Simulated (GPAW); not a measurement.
Here is a GPAW 26.7.0 calculation.

The input run.py:

```python
from ase.eos import EquationOfState
from ase.io import Trajectory, read
from ase.units import GPa
from gpaw import GPAW, PW, setup_paths

setup_paths.insert(0, '.')

atoms = read('BAs.cif')

traj = Trajectory('eos.traj', 'w')
volumes, energies = [], []
for x in [0.94, 0.96, 0.98, 1.0, 1.02, 1.04, 1.06]:
    a = atoms.copy()
    a.set_cell(atoms.cell * x**(1 / 3), scale_atoms=True)
    calc = GPAW(mode=PW(800),
                xc='GGA_X_PBEINT+GGA_C_PBEINT',
                kpts={'size': (8, 8, 8), 'gamma': True},
                occupations={'name': 'fermi-dirac', 'width': 0.05},
                nbands=11,
                convergence={'density': 1e-05, 'energy': 1e-05},
                maxiter=150,
                txt=f'eos-{x:.2f}.txt')
    a.calc = calc
    energies.append(a.get_potential_energy(force_consistent=True))
    volumes.append(a.get_volume())
    p = -a.get_stress()[:3].mean() / GPa
    calc.write(f'eos-{x:.2f}.gpw')
    traj.write(a)
    print(f'{x:.2f} {volumes[-1]:10.4f} A^3 {energies[-1]:14.6f} eV {p:9.3f} GPa', flush=True)

v0, e0, B = EquationOfState(volumes, energies, eos='birchmurnaghan').fit()
print(f'V0 = {v0:.4f} A^3, E0 = {e0:.6f} eV, B0 = {B / GPa:.2f} GPa')
```

BAs.cif

```cif
data_BAs
_cell_length_a 3.37784909
_cell_length_b 3.37784909
_cell_length_c 3.37784909
_cell_angle_alpha 60.00000000
_cell_angle_beta 60.00000000
_cell_angle_gamma 60.00000000
_space_group_name_H-M_alt 'P1'
_space_group_name_Hall 'P 1'
_space_group_IT_number 1
loop_
_space_group_symop_operation_xyz
'x,y,z'
loop_
_atom_site_label
_atom_site_type_symbol
_atom_site_symmetry_multiplicity
_atom_site_Wyckoff_symbol
_atom_site_fract_x
_atom_site_fract_y
_atom_site_fract_z
_atom_site_occupancy
As1 As 1 a 0.7500000000 0.7500000000 0.7500000000 1
B1 B 1 a 0.0000000000 0.0000000000 0.0000000000 1
```

Potentials or basis: PAW data sets generated in the run's folder for this functional, pw.

Command:

```console
$ gpaw-setup -f GGA_X_PBEINT+GGA_C_PBEINT As B
$ OMP_NUM_THREADS=1 python run.py
```

Question: Estimate the pressure derivative of the bulk modulus.

Answer: 4.1.

Question: Predict the bulk modulus.

Answer: 139 GPa.

Question: What does it give for the equilibrium volume?

Answer: 13.72 Å³/atom.

Energy against volume, from the lowest point:
| volume (Å³/atom) | energy (meV/atom) |
| --- | --- |
| 12.809 | 29.34 |
| 13.081 | 13.79 |
| 13.354 | 4.20 |
| 13.626 | 0.00 |
| 13.899 | 0.65 |
| 14.171 | 5.69 |
| 14.444 | 14.70 |

**Experimental background.**

From “Basic Physical Properties of Cubic Boron Arsenide”, 2019, arxiv:1911.11281, for a bulk crystal of BAs: bulk modulus 148 GPa.

Against the measured bulk modulus of BAs, 148 GPa (quoted in “Basic Physical Properties of Cubic Boron Arsenide”, 2019, arxiv:1911.11281), the calculated 139 GPa is off by -6.4 %. The fit is for a static lattice scaled at fixed shape and fixed fractional positions.
